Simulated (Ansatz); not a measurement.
CoO: computed DOS

```
CELL_PARAMETERS angstrom
0.00000 2.13150 2.13150
2.13150 0.00000 2.13150
2.13150 2.13150 0.00000
ATOMIC_POSITIONS crystal
Co 0.00000 0.00000 0.00000
O 0.50000 0.50000 0.50000
```

The conventional cell has a = 4.263 Å, b = 4.263 Å, c = 4.263 Å, α = 90.00°, β = 90.00°, γ = 90.00°. Around Co (atom 1) lie 6 O at 2.13 Å. O (atom 2) is surrounded by 6 Co at 2.13 Å.

The cell is COD entry 1533087, as deposited and not checked against the literature; nothing was relaxed.

Semilocal functionals without U often leave such compounds metallic or with too small a gap, and the real magnetic order may differ.

Other magnetic orders may lie lower; this is the state that the run reached.

These are results of Ansatz 0.2.0, DFT, PBE, all-electron LAPW, scalar-relativistic, not measurements.

Sampling and basis: a Γ-centred 15×15×15 k mesh, Fermi–Dirac smearing of 0.05 eV, basis error target 0.5 meV/atom, spin-polarised from start moments Co1 2 μB, ending with a cell moment of 2.94 μB.

**Question.** Which of the resolved shells contributes most within 0.3 eV of the Fermi level?

**Answer.** Co 3d, with 89 % of all states there; O 2p follows with 10 %.

**Question.** Where is the centre of the filled Co 3d states between -14 eV and the top of the filled states?

**Answer.** -2.49 eV from the Fermi level.

**Question.** Tabulate the density of states.

**Answer.** States per eV and cell, averaged over 0.4 eV, from -5.8 to 3.6 eV, with energies (bin centres) from the Fermi level; empty bins are left out. The partial columns, the largest 3 alone, are projections on Löwdin-orthogonalised atomic shells (those that the program's projection atoms carry: the occupied ones and, for some elements, an empty d or f shell; other empty shells have no column), summed over atoms of an element and both spins. Weights on diffuse s and p shells depend on that basis and aren't pure angular character.
```csv
E (eV),spin-up,spin-down,Co 3d,O 2p,Co 4s
-5.7,1.86,0.26,0.80,1.26,0.03
-5.3,0.96,0.59,0.46,1.03,0.02
-4.9,0.65,0.81,0.39,1.01,0.01
-4.5,0.37,1.92,0.58,1.67,0.01
-4.1,0.11,1.06,0.25,0.90,0.00
-3.7,0.10,0.46,0.15,0.39,0.00
-3.3,0.39,0.18,0.38,0.19,0.00
-2.9,1.59,0.07,1.51,0.13,0.00
-2.5,2.91,0.00,2.77,0.11,0.01
-2.1,3.08,0.04,2.66,0.38,0.05
-1.7,1.59,0.18,1.31,0.41,0.02
-1.3,0.89,0.41,0.91,0.35,0.01
-0.9,0.77,0.83,1.19,0.38,0.01
-0.5,0.72,1.38,1.65,0.42,0.01
-0.1,0.50,3.12,3.16,0.42,0.01
0.3,0.00,1.64,1.54,0.09,0.01
0.7,0.00,0.54,0.49,0.03,0.01
1.1,0.00,1.32,1.15,0.09,0.03
1.5,0.01,0.99,0.80,0.13,0.03
1.9,0.02,0.90,0.69,0.17,0.03
2.3,0.02,0.78,0.56,0.20,0.02
2.7,0.03,0.39,0.26,0.11,0.03
3.1,0.04,0.03,0.00,0.01,0.04
3.5,0.05,0.03,0.00,0.02,0.05
```
